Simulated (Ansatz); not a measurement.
## Cubic perovskite CsPbI₃ (cubic high-temperature phase)

Method: PBEsol in Ansatz (PAW).

Run with plane-wave cutoff 520 eV, 6×6×6 k mesh, Fermi–Dirac smearing 0.01 eV, scalar-relativistic PAW data made under PBE.

Cell: measured lattice: a = b = c = 6.289 Å, α = β = γ = 90.00°.

For cubic perovskite CsPbI₃ (cubic high-temperature phase), the band gap is 1.26 eV and the direct gap at Γ comes out as 4.19 eV.

Note: held by symmetry at 0 K, a high-temperature phase can be a saddle point; cell and atoms aren't relaxed at this level (pressure -0.3 GPa).

Spin–orbit coupling is not included; with these elements it can move the gap by several tenths of an eV or more.

Static lattice: no zero-point or thermal effects.

Ansatz is an electronic-structure program.
